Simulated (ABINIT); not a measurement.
# ZnS (Wurtzite-2H) (P6_3mc) in ABINIT: single point with LDA

Aim: the single point of ZnS (Wurtzite-2H) with LDA.

All numbers are computed with ABINIT 10.8.3 (patched build); they aren't measurements. Logs are shortened: lines on timing, memory, paths and dates and some standing lists are left out, and cuts for length are marked. The log counts tension as positive stress, the text compression.

**1. The undisturbed crystal**

The structure is hexagonal, space group P6_3mc (No. 186). Conventional cell: a = 3.811 Å, b = 3.811 Å, c = 6.234 Å, α = 90.00°, β = 90.00°, γ = 120.00°. Zn (site symmetry 3m) has 4 S at 2.31 to 2.40 Å as nearest neighbours. S (site symmetry 3m) has 4 Zn at 2.31 to 2.40 Å as nearest neighbours.

**2. Single point, LDA (atoms moved at random)**

File run.abi:

```
# Pseudopotentials
pp_dirpath "./"
pseudos "Zn.hgh, S.hgh"

# Structure
acell 3*1.0 Angstrom
rprim
     3.8110000000     0.0000000000     0.0000000000
    -1.9055000000     3.3004228138     0.0000000000
     0.0000000000     0.0000000000     6.2340000000
ntypat 2
znucl 30 16
natom 4
typat 1 1 2 2
xred
     0.6674380000     0.3422300000     0.4978720000
     0.3292070000     0.6648810000     0.0019740000
     0.6681340000     0.3351470000     0.8874040000
     0.3399020000     0.6725520000     0.3863000000
chkprim 0
chksymtnons 0
tolsym 1.0e-6

# Plane-wave basis
ecut 28.0

# k points
kptopt 1
ngkpt 6 6 4
nshiftk 1
shiftk 0.0 0.0 0.0

# Exchange and correlation
ixc 7

# Bands and occupations
nband 12
occopt 3
tsmear 0.05 eV

# SCF cycle
nstep 100
tolvrs 1.0e-10

# Output
iomode 3
prtwf 0
prtden 0
prteig 0
prtebands 0
enunit 2
```

Potentials or basis: HGH LDA.

Launch:

```bash
> abinit run.abi > log 2>&1
```

run.abo:

```text
.Version 10.8.3 of ABINIT
 Symmetries : space group P1 (#  1); Bravais aP (primitive triclinic)
================================================================================
 Values of the parameters that define the memory need of the present run
     intxc =       0    ionmov =       0      iscf =       7    lmnmax =       6
     lnmax =       6     mgfft =      60  mpssoang =       3    mqgrid =    3001
     natom =       4  nloc_mem =       1    nspden =       1   nspinor =       1
    nsppol =       1      nsym =       1    n1xccc =       0    ntypat =       2
    occopt =       3   xclevel =       1
       mpw =        3772          nfft =       77760          nkpt =          76
================================================================================
================================================================================

--------------------------------------------------------------------------------
------------- Echo of variables that govern the present computation ------------
--------------------------------------------------------------------------------
 -outvars: echo values of preprocessed input variables --------
            acell      1.8897261259E+00  1.8897261259E+00  1.8897261259E+00 Bohr
              amu      6.53900000E+01  3.20660000E+01
          chkprim           0
      chksymtnons           0
             ecut      2.80000000E+01 Hartree
           enunit           2
                       outvar_i_n : Printing only first  50 k-points.
              ixc           7
                       outvar_i_n : Printing only first  50 k-points.
         kptrlatt        6    0    0      0    6    0      0    0    4
          kptrlen      4.32104776E+01
            natom           4
            nband          12
            ngfft          36      36      60
             nkpt          76
            nstep         100
             nsym           1
           ntypat           2
                       prtocc : prtvol=0, do not print more k-points.
           occopt           3
           prtden           0
        prtebands           0
           prteig           0
            prtwf           0
            rprim      3.8110000000E+00  0.0000000000E+00  0.0000000000E+00
                      -1.9055000000E+00  3.3004228138E+00  0.0000000000E+00
                       0.0000000000E+00  0.0000000000E+00  6.2340000000E+00
          spgroup           1
           tolsym      1.00000000E-06
           tolvrs      1.00000000E-10
           tsmear      1.83746611E-03 Hartree
            typat      1  1  2  2
                       outvars : Printing only first  50 k-points.
           xangst      1.8914869530E+00  1.1295036996E+00  3.1037340480E+00
                      -1.2322868500E-02  2.1943884209E+00  1.2305916000E-02
                       1.9076360655E+00  1.1061268048E+00  5.5320765360E+00
                       1.3818686000E-02  2.2197059643E+00  2.4081942000E+00
            xcart      3.5743923119E+00  2.1344526504E+00  5.8652073184E+00
                      -2.3286846551E-02  4.1467931293E+00  2.3254810968E-02
                       3.6049097117E+00  2.0902767216E+00  1.0454109561E+01
                       2.6113531960E-02  4.1946363525E+00  4.5508274960E+00
             xred      6.6743800000E-01  3.4223000000E-01  4.9787200000E-01
                       3.2920700000E-01  6.6488100000E-01  1.9740000000E-03
                       6.6813400000E-01  3.3514700000E-01  8.8740400000E-01
                       3.3990200000E-01  6.7255200000E-01  3.8630000000E-01
            znucl       30.00000   16.00000

================================================================================

 chkinp: Checking input parameters for consistency.

================================================================================
== DATASET  1 ==================================================================

--- !DatasetInfo
iteration_state: {dtset: 1, }
dimensions: {natom: 4, nkpt: 76, mband: 12, nsppol: 1, nspinor: 1, nspden: 1, mpw: 3772, }
cutoff_energies: {ecut:  28.0, pawecutdg:  -1.0, }
electrons: {nelect:   1.60000000E+01, charge:   0.00000000E+00, occopt:   3.00000000E+00, tsmear:   1.83746611E-03, }
meta: {optdriver: 0, ionmov: 0, optcell: 0, iscf: 7, paral_kgb: 0, }
...

 Exchange-correlation functional for the present dataset will be:
  LDA: Perdew-Wang 92 LSD fit to Ceperley-Alder data - ixc=7
  J.P.Perdew and Y.Wang, PRB 45, 13244 (1992)

 Real(R)+Recip(G) space primitive vectors, cartesian coordinates (Bohr,Bohr^-1):
 R(1)=  7.2017463  0.0000000  0.0000000  G(1)=  0.1388552  0.0801681  0.0000000
 R(2)= -3.6008731  6.2368952  0.0000000  G(2)=  0.0000000  0.1603362  0.0000000
 R(3)=  0.0000000  0.0000000 11.7805527  G(3)=  0.0000000  0.0000000  0.0848857
[... 67 lines left out ...]
etotal    :  -2.28885234E+01
entropy   :   0.00000000E+00
fermie    :   1.30820239E-01
cartesian_stress_tensor: # hartree/bohr^3
- [  5.40460169E-04,   1.78284839E-06,  -1.71081802E-06, ]
- [  1.78284839E-06,   5.39220309E-04,   1.82849666E-07, ]
- [ -1.71081802E-06,   1.82849666E-07,   5.16914373E-04, ]
pressure_GPa:  -1.5658E+01
xred      :
- [  6.6744E-01,   3.4223E-01,   4.9787E-01, Zn]
- [  3.2921E-01,   6.6488E-01,   1.9740E-03, Zn]
- [  6.6813E-01,   3.3515E-01,   8.8740E-01,  S]
- [  3.3990E-01,   6.7255E-01,   3.8630E-01,  S]
cartesian_forces: # hartree/bohr
- [  2.54202005E-03,  -1.13800847E-03,   5.83338907E-03, ]
- [  1.58277376E-03,   1.18994231E-03,   3.12979727E-03, ]
- [ -1.32814416E-03,  -4.27693972E-04,  -4.47307055E-03, ]
- [ -2.79664966E-03,   3.75760130E-04,  -4.49011579E-03, ]
force_length_stats: {min:   3.70361532E-03, max:   6.46415944E-03, mean:   5.03914627E-03, }
...

 Integrated electronic density in atomic spheres:
 ------------------------------------------------
 Atom  Sphere_radius  Integrated_density
    1        2.00000          0.63902068
    2        2.00000          0.64581719
    3        2.00000          3.89096883
    4        2.00000          3.89708660
================================================================================

 ----iterations are completed or convergence reached----

 Mean square residual over all n,k,spin=   22.140E-08; max=  61.004E-06
 reduced coordinates (array xred) for    4 atoms
       0.667438000000      0.342230000000      0.497872000000
       0.329207000000      0.664881000000      0.001974000000
       0.668134000000      0.335147000000      0.887404000000
       0.339902000000      0.672552000000      0.386300000000
 rms dE/dt=  3.2970E-02; max dE/dt=  5.2899E-02; dE/dt below (all hartree)
    1      -0.018306450067      0.016251513323     -0.068718019263
    2      -0.011398201688     -0.001721795974     -0.036868213628
    3       0.009565490578     -0.002114614100      0.052697771144
    4       0.020141294596     -0.012413575152      0.052898573563

 cartesian coordinates (angstrom) at end:
    1      1.89148695300000     1.12950369956677     3.10373404800000
    2     -0.01232286850000     2.19438842086216     0.01230591600000
    3      1.90763606550000     1.10612680477663     5.53207653600000
    4      0.01381868600000     2.21970596426682     2.40819420000000

 cartesian forces (hartree/bohr) at end:
    1      0.00254202005266    -0.00113800847052     0.00583338907337
    2      0.00158277376374     0.00118994231266     0.00312979726998
    3     -0.00132814415703    -0.00042769397181    -0.00447307054865
    4     -0.00279664965937     0.00037576012967    -0.00449011579470
 frms,max,avg= 2.9662119E-03 5.8333891E-03  -7.406E-08 -1.040E-07 -2.146E-07 h/b

 cartesian forces (eV/Angstrom) at end:
    1      0.13071592676277    -0.05851874839921     0.29996492675007
    2      0.08138949933393     0.06118929393598     0.16094064651321
    3     -0.06829591850753    -0.02199290829260    -0.23001453573503
    4     -0.14380950758917     0.01932236275583    -0.23089103752826
 frms,max,avg= 1.5252875E-01 2.9996493E-01  -3.808E-06 -5.348E-06 -1.103E-05 e/A
 length scales=  1.889726125908  1.889726125908  1.889726125908 bohr
              =  1.000000000000  1.000000000000  1.000000000000 angstroms
 Fermi (or HOMO) energy (hartree) =   0.13082   Average Vxc (hartree)=  -0.31723
 Eigenvalues (hartree) for nkpt=  76  k points:
 kpt#   1, nband= 12, wtk=  0.00694, kpt=  0.0000  0.0000  0.0000 (reduced coord)
  -0.38026   -0.33912   -0.09274    0.05036    0.05263    0.07793    0.07976    0.08581
   0.18364    0.20674    0.32821    0.33069
      occupation numbers for kpt#   1
   2.00000    2.00000    2.00000    2.00000    2.00000    2.00000    2.00000    2.00000
   0.00000    0.00000    0.00000    0.00000
 prteigrs : prtvol=0 or 1, do not print more k-points.

 Fermi (or HOMO) energy (eV) =   3.55980   Average Vxc (eV)=  -8.63240
 Eigenvalues (   eV  ) for nkpt=  76  k points:
 kpt#   1, nband= 12, wtk=  0.00694, kpt=  0.0000  0.0000  0.0000 (reduced coord)
 -10.34741   -9.22788   -2.52356    1.37028    1.43217    2.12057    2.17032    2.33498
   4.99713    5.62573    8.93094    8.99861
 prteigrs : prtvol=0 or 1, do not print more k-points.

--- !EnergyTerms
iteration_state     : {dtset: 1, }
comment             : Components of total free energy in Hartree
kinetic             :  8.75814319841801E+00
hartree             :  3.47930102188683E+00
xc                  : -5.44927702109156E+00
Ewald energy        : -1.98587313910418E+01
psp_core            :  1.86553100522237E-01
local_psp           : -1.41481455219220E+01
non_local_psp       :  4.14363320369329E+00
internal            : -2.28885234095350E+01
'-kT*entropy'       : -1.59929383379067E-14
total_energy        : -2.28885234095350E+01
total_energy_eV     : -6.22828451097035E+02
band_energy         : -1.40441837976934E+00
...

 Cartesian components of stress tensor (hartree/bohr^3)
  sigma(1 1)=  5.40460169E-04  sigma(3 2)=  1.82849666E-07
  sigma(2 2)=  5.39220309E-04  sigma(3 1)= -1.71081802E-06
  sigma(3 3)=  5.16914373E-04  sigma(2 1)=  1.78284839E-06

-Cartesian components of stress tensor (GPa)         [Pressure= -1.5658E+01 GPa]
- sigma(1 1)=  1.59008872E+01  sigma(3 2)=  5.37962291E-03
- sigma(2 2)=  1.58644092E+01  sigma(3 1)= -5.03340041E-02
- sigma(3 3)=  1.52081459E+01  sigma(2 1)=  5.24532107E-02

== END DATASET(S) ==============================================================
================================================================================

 -outvars: echo values of variables after computation  --------
            acell      1.8897261259E+00  1.8897261259E+00  1.8897261259E+00 Bohr
           etotal     -2.2888523410E+01
            fcart      2.5420200527E-03 -1.1380084705E-03  5.8333890734E-03
                       1.5827737637E-03  1.1899423127E-03  3.1297972700E-03
                      -1.3281441570E-03 -4.2769397181E-04 -4.4730705486E-03
                      -2.7966496594E-03  3.7576012967E-04 -4.4901157947E-03
            rprim      3.8110000000E+00  0.0000000000E+00  0.0000000000E+00
                      -1.9055000000E+00  3.3004228138E+00  0.0000000000E+00
                       0.0000000000E+00  0.0000000000E+00  6.2340000000E+00
           strten      5.4046016931E-04  5.3922030870E-04  5.1691437253E-04
                       1.8284966634E-07 -1.7108180249E-06  1.7828483936E-06
           xangst      1.8914869530E+00  1.1295036996E+00  3.1037340480E+00
                      -1.2322868500E-02  2.1943884209E+00  1.2305916000E-02
                       1.9076360655E+00  1.1061268048E+00  5.5320765360E+00
                       1.3818686000E-02  2.2197059643E+00  2.4081942000E+00
             xred      6.6743800000E-01  3.4223000000E-01  4.9787200000E-01
                       3.2920700000E-01  6.6488100000E-01  1.9740000000E-03
                       6.6813400000E-01  3.3514700000E-01  8.8740400000E-01
                       3.3990200000E-01  6.7255200000E-01  3.8630000000E-01
 Calculation completed.
```

Wall time 81 s (1 thread of Arm Neoverse V2, shared host); peak memory 0.11 GiB.

Results:

```yaml
Free_energy: -622.8285 eV
Pressure: -15.7 GPa
Largest_force: 0.332 eV/Å
Band_gap_on_the_k_mesh: 2.66 eV, direct
Valence_electrons_inside_the_program's_atomic_spheres: Zn 0.64, 0.65; S 3.89, 3.90
```

Forces in eV/Å, atoms in the order of the input:
```
Zn   0.131 -0.059  0.300
Zn   0.081  0.061  0.161
S   -0.068 -0.022 -0.230
S   -0.144  0.019 -0.231
```

Caveat: HGH potentials are hard and often keep d shells in the core, so these values are rough.
